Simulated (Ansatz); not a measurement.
Recipe of this trial structure of V₂O₅: 5-connected net, bridging atoms on its edges (P6/mmm, No. 191). Lengths were set from tabulated atomic sizes, so they are only a guess.

```
V O
1.0
     6.99268    0.00000    0.00000
    -3.49634    6.05583    0.00000
     0.00000    0.00000    4.20809
V O
2 5
Direct
  0.33333 0.66667 0.50000
  0.66667 0.33333 0.50000
  0.33333 0.66667 0.00000
  0.00000 0.50000 0.50000
  0.50000 0.50000 0.50000
  0.50000 0.00000 0.50000
  0.66667 0.33333 0.00000
```

All numbers below come from Ansatz, DFT PBE, scalar-relativistic, plane waves, PAW. Cutoff 420 eV, Gaussian smearing, Γ-centred meshes. Cell and atoms relax first on a coarse mesh and then on a converged one. In between, the cell is made exact in the group found at 0.06 Å. The steps can't lower the symmetry of their start. Collinear spin, starting moments V 2.0 (×2) μB; they died out on the coarse mesh, so the last step has no spin.

A guess keeps its type if space group and coordination stay and the shape of the cell changes little (axis ratios within about 15 %, angles within 6°); the volume may change.

Question: Does it keep its structure type, or change into something else?

Answer: It keeps its type. The symmetry stays P6/mmm (No. 191). The volume per atom shrinks by 32.5 %, from 25.5 to 17.2 Å³. The shortest distance goes from 2.02 Å (V–O) to 1.78 Å (V–O). The ratio c/a of the conventional cell changes by a factor of 0.99. Counting neighbours within 15 % of an atom's shortest distance, the start has O 2, V 5 and the end O 2, V 5.

The last run used a 6×6×10 mesh (in the run's order of axes) for its 7-atom cell and Gaussian smearing of 0.01 eV. No Hubbard U is applied to the 3d shell of V. Trial moments died out on the coarse mesh, so the last step has no spin; another magnetic start might hold. A structure relaxed within its symmetry needn't be a true minimum.
